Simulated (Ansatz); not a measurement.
# Honeycomb SiC bilayer (AA') in a perpendicular field

Wanted: the out-of-plane response of the honeycomb SiC bilayer (AA'). A positive field points along +c.

Main program and level: Ansatz 0.2.0; plane-wave DFT, PBE-D3(BJ), Ansatz PAW.

Most raw output is cut from this account.

**1. Set-up**

The cell holds 4 atoms: 2 C and 2 Si. Its edges and angles: a = 3.100 Å, b = 3.100 Å, c = 37.750 Å, α = 90.0°, β = 90.0°, γ = 120.0°. Regions: layer 1: honeycomb SiC, 2 atoms (1 C and 1 Si); layer 2: honeycomb SiC, 2 atoms (1 C and 1 Si). Vacuum lies along c.

As a file:

```cif
data_structure
_symmetry_space_group_name_H-M 'P 1'
_symmetry_Int_Tables_number 1
_cell_length_a 3.1000
_cell_length_b 3.1000
_cell_length_c 37.7500
_cell_angle_alpha 90.000
_cell_angle_beta 90.000
_cell_angle_gamma 120.000
_cell_volume 314.17
loop_
_atom_site_label
_atom_site_type_symbol
_atom_site_fract_x
_atom_site_fract_y
_atom_site_fract_z
_atom_site_occupancy
C1 C 0.66667 0.33333 0.45563 1
Si2 Si 0.33333 0.66667 0.45563 1
C3 C 0.33333 0.66667 0.54437 1
Si4 Si 0.66667 0.33333 0.54437 1
```

**2. Relaxing the slab**

The starting cell is a guess, so the in-plane lattice and the atoms are relaxed first, with the slab cut off from its images along the normal.

File input.yaml:

```yaml
crystal:
  lattice:
    - [3.1, 0.0, 0.0]
    - [-1.55, 2.6846787517, 0.0]
    - [0.0, 0.0, 37.750000002]
  atoms:
    - { symbol: C, position: [0.6666666667, 0.3333333333, 0.455629139] }
    - { symbol: Si, position: [0.3333333333, 0.6666666667, 0.455629139] }
    - { symbol: C, position: [0.3333333333, 0.6666666667, 0.544370861] }
    - { symbol: Si, position: [0.6666666667, 0.3333333333, 0.544370861] }
  periodic: [true, true, false]
kpoints:
  mp_grid: { grid: [12, 12, 1] }
hamiltonian:
  xc: pbe
  dispersion: d3bj
scf:
  occupations: { method: fermi_dirac, width: 0.05 }
  convergence: { dr2_threshold: 1.0e-09 }
relax:
  f_tol: 0.004
  max_steps: 90
  cell: {}
output:
  write_potential: true
  write_density: true
  volumetric_format: npy
```

Run with:

```console
$ ansatz run input.yaml --threads 2 --pin off --max-ram 3072MiB --backend cpu --events-out ev --progress --plain --runs-dir out
```

Run time: 98 s. Hardware: 2 threads of Intel Xeon at 2.50GHz (Skylake/Cascade Lake), shared host; peak memory 0.56 GiB.

The steps of the relaxation:

| step | energy less that of the first step (eV) | largest force component (eV/Å) | volume (Å³) |
| --- | --- | --- | --- |
| 1 | 0.0000 | 0.2132 | 314.17 |
| 2 | -0.0596 | 0.1419 | 313.23 |
| 3 | -0.1333 | 0.3600 | 312.81 |
| 4 | -0.1633 | 0.1444 | 313.16 |
| 5 | -0.2070 | 0.2442 | 316.79 |
| 6 | -0.1573 | 0.6783 | 333.31 |
| 7 | -0.2126 | 0.1968 | 324.79 |
| 8 | -0.2272 | 0.0768 | 322.70 |
| 9 | -0.2278 | 0.0021 | 323.22 |
| 10* | -0.2302 | 0.0022 | 323.22 |
| 11 | -0.2302 | 0.0007 | 323.42 |
| 12* | -0.2303 | 0.0007 | 323.42 |

Relaxation steps marked * repeat the geometry before them on a plane-wave basis chosen anew for their cell, so energy and pressure can jump there. Relaxation step 6 was tried and not accepted.

Forces are held to the 12 operations that the run works with; a distortion that breaks them can't arise in this run.

| cell as run | before | after | change |
| --- | --- | --- | --- |
| a (Å) | 3.100 | 3.145 | +1.5 % |
| b (Å) | 3.100 | 3.145 | +1.5 % |

The atoms that moved most (Å, along periodic axes as changes of fractional coordinates times the final cell, across vacuum about the mean position):

| atom | dx | dy | dz | length |
| --- | --- | --- | --- | --- |
| Si2 | 0.000 | 0.000 | 0.666 | 0.666 |
| Si4 | 0.000 | 0.000 | -0.666 | 0.666 |
| C1 | 0.000 | 0.000 | 0.508 | 0.508 |
| C3 | 0.000 | 0.000 | -0.508 | 0.508 |

The relaxed structure:

```xyz
4
Lattice="3.1453 0.0000 0.0000 -1.5727 2.7239 0.0000 0.0000 0.0000 37.7500" Properties=species:S:1:pos:R:3
C     1.5727    0.9080   17.7080
Si    0.0000    1.8159   17.8661
C     0.0000    1.8159   20.0420
Si    1.5727    0.9080   19.8839
```

Numbers from this step:

```
gap on the k-mesh : 1.848 eV
```

The lattice constant a goes from 3.100 to 3.145 Å.

**3. Single point, field 0, start network**

A sawtooth potential applies the field, turning back in the middle of the vacuum. With the dipole correction the typed value is the field outside the slab. The induced dipole is small, so the SCF threshold is tight.

The cell differs from the one that the last finished run ended in (c 37.750 → 20.334 Å).

File input.yaml:

```yaml
crystal:
  lattice:
    - [3.1453060785, 0.0, 0.0]
    - [-1.5726530393, 2.7239149667, 0.0]
    - [0.0, 0.0, 20.3340209818]
  atoms:
    - { symbol: C, position: [0.6666666667, 0.3333333333, 0.4426079824] }
    - { symbol: Si, position: [0.3333333333, 0.6666666667, 0.4503812265] }
    - { symbol: C, position: [0.3333333333, 0.6666666667, 0.5573920176] }
    - { symbol: Si, position: [0.6666666667, 0.3333333333, 0.5496187735] }
kpoints:
  mp_grid: { grid: [18, 18, 1] }
  band_path:
    path: [[0, 0, 0], [0.5, 0, 0], [0.33333333, 0.33333333, 0], [0, 0, 0]]
    npoints: 16
hamiltonian:
  xc: pbe
  dispersion: d3bj
scf:
  occupations: { method: fermi_dirac, width: 0.02585 }
  convergence: { dr2_threshold: 1.0e-10 }
efield:
  axis: 3
  dipole_correction: true
  ramp_position: 0.97
  ramp_width: 0.06
  amplitude: 0
output:
  dos: { projected: true, e_range: [-6, 5] }
  write_potential: true
  write_density: true
  volumetric_format: npy
  elf: true
```

Elapsed: 20 s, on 2 threads; peak memory 0.44 GiB.

This step gave:

```yaml
gap_on_the_k_mesh: 1.834 eV
dipole_along_the_normal: -3.78e-7 e·Å
gap_along_the_path: 1.813 eV
smallest_direct_gap_along_the_path: 2.781 eV
ionisation_energy_upper_face: 5.324 eV
electron_affinity_upper_face: 3.511 eV
gap_the_smaller_of_path_and_mesh: 1.813 eV
```

Running mean over a fixed 2.7 Å (it still follows the layers) of the planar mean; the ramp of the sawtooth is left out. Electron's electrostatic potential energy less the Fermi level against z:

| z (Å) | electron's electrostatic potential energy less the Fermi level (eV) |
| --- | --- |
| 3.0 | 4.41 |
| 3.5 | 4.41 |
| 4.0 | 4.41 |
| 4.5 | 4.41 |
| 5.0 | 4.40 |
| 5.5 | 4.39 |
| 6.0 | 4.36 |
| 6.5 | 4.21 |
| 7.0 | 3.53 |
| 7.5 | 0.869 |
| 8.0 | -3.64 |
| 8.5 | -6.51 |
| 9.0 | -7.81 |
| 9.5 | -9.65 |
| 10.0 | -12.3 |
| 10.5 | -11.5 |
| 11.0 | -8.87 |
| 11.5 | -7.42 |
| 12.0 | -5.83 |
| 12.5 | -2.18 |
| 13.0 | 2.10 |
| 13.5 | 3.87 |
| 14.0 | 4.28 |
| 14.5 | 4.38 |
| 15.0 | 4.40 |
| 15.5 | 4.40 |
| 16.0 | 4.41 |
| 16.5 | 4.41 |
| 17.0 | 4.41 |
| 17.5 | 4.41 |

The density of states has structure finer than the step of the table below, so its rows give means over 0.25 eV, whole bins alone (the curve runs from -6 to 2.88 eV). Peaks (eV: height): -5.720: 3.68, -5.120: 2.53, -4.730: 4.55, -3.710: 2.51, -3.440: 2.70, -1.810: 2.34, -1.150: 3.36.

Table of density of states by energy, zero at the Fermi level of the run, which the smearing sets inside the gap; means over each step:

| energy (eV) | density of states (states/eV a cell) |
| --- | --- |
| -5.75 | 2.16 |
| -5.50 | 1.37 |
| -5.25 | 1.79 |
| -5.00 | 1.64 |
| -4.75 | 2.01 |
| -4.50 | 2.01 |
| -4.25 | 1.71 |
| -4.00 | 1.79 |
| -3.75 | 2.07 |
| -3.50 | 2.19 |
| -3.25 | 1.87 |
| -3.00 | 1.19 |
| -2.75 | 0.880 |
| -2.50 | 0.717 |
| -2.25 | 0.743 |
| -2.00 | 0.850 |
| -1.75 | 1.67 |
| -1.50 | 1.51 |
| -1.25 | 2.35 |
| -1.00 | 1.63 |
| -0.75 | 0 |
| -0.50 | 0 |
| -0.25 | 0 |
| 0.00 | 0 |
| 0.25 | 0 |
| 0.50 | 0 |
| 0.75 | 0 |
| 1.00 | 0.274 |
| 1.25 | 0.407 |
| 1.50 | 0.424 |
| 1.75 | 0.476 |
| 2.00 | 0.523 |
| 2.25 | 0.601 |
| 2.50 | 0.734 |
| 2.75 | 1.04 |

Projected DOS per atom over height of the atomic layer and energy from the Fermi level. Layers: SiC SiC from below.

Ten even steps from '_' (0.000 states/eV) to '@' (0.551 states/eV), each cell a mean:
```
----
::::
....
....
....
____
____
____
____
++++
%%%%
****
::::
----
++++
@@@@
%%%%
####
@@@@
####
****
####
```
Columns: height of the atomic layer (Å) from 9.08 to 11.3; rows upwards: energy from the Fermi level (eV) from -5.96 to 2.86.

The electronic bands at the labelled points (eV, zero at the Fermi level of the run, which the smearing sets inside the gap):

| point | band 5 | band 6 | band 7 | band 8 | band 9 | band 10 | band 11 | band 12 |
| --- | --- | --- | --- | --- | --- | --- | --- | --- |
| Γ | -3.29 | -2.08 | -2.08 | -2.08 | 3.25 | 3.29 | 4.32 | 4.49 |
| halfway | -4.87 | -4.35 | -2.72 | -1.19 | 2.57 | 3.30 | 4.32 | 5.28 |
| M | -5.08 | -3.66 | -3.28 | -2.02 | 0.89 | 3.67 | 3.68 | 5.09 |
| halfway | -6.63 | -4.55 | -3.32 | -1.86 | 2.42 | 4.45 | 4.54 | 5.75 |
| K | -8.05 | -5.73 | -2.44 | -2.44 | 4.06 | 4.13 | 4.13 | 7.03 |
| halfway | -5.40 | -4.67 | -3.50 | -0.95 | 3.17 | 3.66 | 4.97 | 5.20 |
| Γ | -3.29 | -2.08 | -2.08 | -2.08 | 3.25 | 3.29 | 4.32 | 4.49 |

Valence density in the ca plane at fractional y = 0.333, with atoms of C and Si within 0.2 Å of it. It is the smooth field of the valence electrons, not physical close to the nuclei.

Ten steps, logarithmic in the rise over the least value, from '0' (0.0 e/Å³) to '9' (1.8 e/Å³), each cell a mean:
```
00000000000000000124688866667764210000000000
00000000000000000135799976655654210000000000
00000000000000000135899987643554210000000000
00000000000000000135799976666654210000000000
00000000000000000124678766667764210000000000
00000000000000000123566655567764210000000000
00000000000000000023456555567754210000000000
00000000000000000123567655567764210000000000
```
Columns run along c (16.0 Å, from fractional 0.05 to 0.84 of the cell), rows up along a (3.1 Å). Atoms in or near the plane, at fractional coordinates: C at (0.44, 0.67), Si at (0.55, 0.67).

ELF in the ca plane at fractional y = 0.333, with atoms of C and Si within 0.2 Å of it. It is the smooth field of the valence electrons, not physical close to the nuclei.

Ten even steps from '0' (0.00) to '9' (0.83), each cell a mean:
```
00000000000000000247999964468875200000000000
00000000000000001368975787423454200000000000
00000000000000002468840698514233100000000000
00000000000000001368986887423554200000000000
00000000000000000247999964468975210000000000
00000000000000000013677632478875310000000000
00000000000000000012344322467875310000000000
00000000000000000024688642479975310000000000
```
Columns run along c (16.0 Å, from fractional 0.05 to 0.84 of the cell), rows up along a (3.1 Å). Atoms in or near the plane, at fractional coordinates: C at (0.44, 0.67), Si at (0.55, 0.67).

Electrostatic potential energy in the ca plane at fractional y = 0.333, with atoms of C and Si within 0.2 Å of it. With pseudopotentials it is smooth inside the atoms' cores, unlike the true potential.

Ten even steps from '0' (-46 eV) to '9' (4 eV), each cell a mean:
```
99999999999999999999976788754689999999999999
99999999999999999999720377400158999999999999
99999999999999999999600177200048999999999999
99999999999999999999731488400168999999999999
99999999999999999999987788765689999999999999
99999999999999999999887788888899999999999999
99999999999999999999876678988899999999999999
99999999999999999999987788888899999999999999
```
Columns run along c (16.0 Å, from fractional 0.05 to 0.84 of the cell; values clipped at the 3rd and 97th percentile), rows up along a (3.1 Å). Atoms in or near the plane, at fractional coordinates: C at (0.44, 0.67), Si at (0.55, 0.67).

The gap is 1.81 eV, with the valence edge 5.32 eV and the conduction edge 3.51 eV under the upper vacuum level.

**4. Single point, field 0.1 V/Å**

input.yaml: that of step 3 with these lines changed.

```diff
@@ -24,7 +24,6 @@
   dipole_correction: true
-  ramp_position: 0.97
-  ramp_width: 0.06
-  amplitude: 0
+  ramp_position: 0.9337
+  ramp_width: 0.1326
+  amplitude: 0.1
 output:
-  dos: { projected: true, e_range: [-6, 5] }
   write_potential: true
@@ -32,2 +31 @@
   volumetric_format: npy
-  elf: true
```

It took 22 s on 2 threads; peak memory 0.41 GiB; 43 s of CPU time.

The dipole is 0.0220 e·Å, and the gap 1.813 eV.

**5. Single point, field -0.1 V/Å**

input.yaml: that of step 4 with these lines changed.

```diff
@@ -26,3 +26,3 @@
   ramp_width: 0.1326
-  amplitude: 0.1
+  amplitude: -0.1
 output:
```

Elapsed: 22 s, on 2 threads; peak memory 0.41 GiB; 42 s of CPU time.

The dipole is -0.0220 e·Å, and the gap 1.813 eV.

**6. Atoms held, field 0.2 V/Å**

input.yaml: that of step 5 with these lines changed.

```diff
@@ -26,3 +26,3 @@
   ramp_width: 0.1326
-  amplitude: -0.1
+  amplitude: 0.2
 output:
```

Run time: 23 s. Hardware: 2 threads; peak memory 0.41 GiB; 42 s of CPU time.

The dipole is 0.0441 e·Å, and the gap 1.813 eV.

**7. Single point, field 0.3 V/Å**

input.yaml: that of step 6 with these lines changed.

```diff
@@ -24,5 +24,5 @@
   dipole_correction: true
-  ramp_position: 0.9337
-  ramp_width: 0.1326
-  amplitude: 0.2
+  ramp_position: 0.9302
+  ramp_width: 0.1397
+  amplitude: 0.3
 output:
```

The job ended after 23 s (2 threads; peak memory 0.42 GiB; 43 s of CPU time).

The dipole is 0.0662 e·Å, and the gap 1.812 eV.

**8. Response, atoms held**

This step: plane-wave DFT, PBE-D3(BJ), Ansatz PAW; response to a field along the normal, atoms held (Ansatz 0.2.0).

The dipoles give the slope, and the difference of two potentials shows where the field is screened.

Numbers from this step:

* equivalent conductor thickness p/(ε₀AE): 4.655 Å
* distance between the outer atoms: 2.334 Å

The dipole of the cell by applied field:

| applied field (V/Å) | dipole of the cell (e·Å) |
| --- | --- |
| -0.100 | -0.0220 |
| 0.000 | -3.8e-7 |
| 0.100 | 0.0220 |
| 0.200 | 0.0441 |
| 0.300 | 0.0662 |

Local field over the applied field, running mean. From the potentials at -0.1 and 0.1 V/Å; running mean over 2.8 Å. Table of local field over applied field by z:

z (Å), local field over applied field and a bar:
```
     4.10      0.999 ##############################
     4.38      0.998 ##############################
     4.80      0.995 ##############################
     5.08      0.991 ##############################
     5.37      0.984 ##############################
     5.79      0.965 #############################
     6.07      0.941 ############################
     6.35      0.904 ###########################
     6.78      0.815 ########################
     7.06      0.734 #####################
     7.34      0.642 ##################
     7.77      0.506 ##############
     8.05      0.418 ###########
     8.33      0.334 ########
     8.75      0.221 #####
     9.04      0.160 ###
     9.32      0.114 #
     9.74      0.079 
    10.03      0.075 
    10.31      0.075 
    10.59      0.079 
    11.01      0.114 #
    11.30      0.160 ###
    11.58      0.221 #####
    12.00      0.334 ########
    12.29      0.418 ###########
    12.57      0.506 ##############
    12.99      0.642 ##################
    13.27      0.734 #####################
    13.56      0.815 ########################
    13.98      0.904 ###########################
    14.26      0.941 ############################
    14.54      0.965 #############################
    14.97      0.984 ##############################
    15.25      0.991 ##############################
    15.53      0.995 ##############################
    15.96      0.998 ##############################
    16.24      0.999 ##############################
```

Electrons, planar mean, per unit field. Table of induced electron density by z:

| z (Å) | induced electron density (e/Å³ per V/Å) |
| --- | --- |
| 4.10 | 4.0e-6 |
| 4.38 | 7.7e-6 |
| 4.80 | 1.9e-5 |
| 5.08 | 3.5e-5 |
| 5.37 | 6.2e-5 |
| 5.79 | 1.4e-4 |
| 6.07 | 2.5e-4 |
| 6.35 | 4.2e-4 |
| 6.78 | 8.9e-4 |
| 7.06 | 0.00142 |
| 7.34 | 0.00219 |
| 7.77 | 0.00351 |
| 8.05 | 0.00386 |
| 8.33 | 0.00297 |
| 8.75 | -4.6e-5 |
| 9.04 | -1.4e-4 |
| 9.32 | 1.5e-4 |
| 9.74 | -2.0e-4 |
| 10.03 | -6.8e-5 |
| 10.31 | 6.8e-5 |
| 10.59 | 2.0e-4 |
| 11.01 | -1.5e-4 |
| 11.30 | 1.4e-4 |
| 11.58 | 4.6e-5 |
| 12.00 | -0.00297 |
| 12.29 | -0.00386 |
| 12.57 | -0.00351 |
| 12.99 | -0.00219 |
| 13.27 | -0.00142 |
| 13.56 | -8.9e-4 |
| 13.98 | -4.2e-4 |
| 14.26 | -2.5e-4 |
| 14.54 | -1.4e-4 |
| 14.97 | -6.2e-5 |
| 15.25 | -3.5e-5 |
| 15.53 | -1.9e-5 |
| 15.96 | -7.7e-6 |
| 16.24 | -4.0e-6 |

The smaller of the gaps on the path and on the k-mesh, counted as 0 under 0.03 eV. The gap stays at 1.81 eV for applied field from -0.1 to 0.3 V/Å.

By hand: between -0.1 and 0.1 V/Å the dipole changes by 0.04408 e·Å, a slope of 0.2204 e·Å²/V. A perfect conductor of thickness t has p = ε₀AEt, so t = 180.95 × 0.2204 / 8.568 = 4.66 Å (e/ε₀ = 180.95 V·Å, A in Å²).

The induced dipole is that of a conductor 4.66 Å thick.

**9. Results**

| Property | Result |
| --- | --- |
| gap without field | 1.81 eV |
| ionisation energy, upper face | 5.32 eV |
| electron affinity, upper face | 3.51 eV |
| equivalent conductor thickness, atoms held | 4.66 Å |

**Reading.** The induced dipole equals that of a perfect conductor 4.66 Å thick, while the outer atoms lie 2.33 Å apart; an out-of-plane ε follows only once a thickness t is chosen, by 1 − 1/ε = 4.66 Å / t. The gap stays within 0.01 eV of 1.81 eV over the fields run, up to 0.3 V/Å in size. Semilocal functionals give gaps that are too small, and excitons are not included. After relaxation neighbouring layers come as close as 2.0 Å along the normal, so they are bonded in part and no longer a van der Waals stack.

[Logs are printed without paths, hosts, clocks, repeated set-up lines and the standing remarks that a program may print on its own settings, such as how far it seeks lower states.]

[Hosts, paths, dates, database ids (printed as entryN), source tags and the programs' standing remarks are cut or masked in the printed files.]

[Maps of the electrostatic potential energy from Ansatz leave out the sawtooth potential of an applied field or a dipole correction, so their vacuum need not be flat; planar profiles and work functions include it.]

[The density of states shown here was stored with 400 of the rows of the run's finer table, so its peaks can read low, often by over a quarter, or be missed, and its means over a window can be off by a tenth or more.]
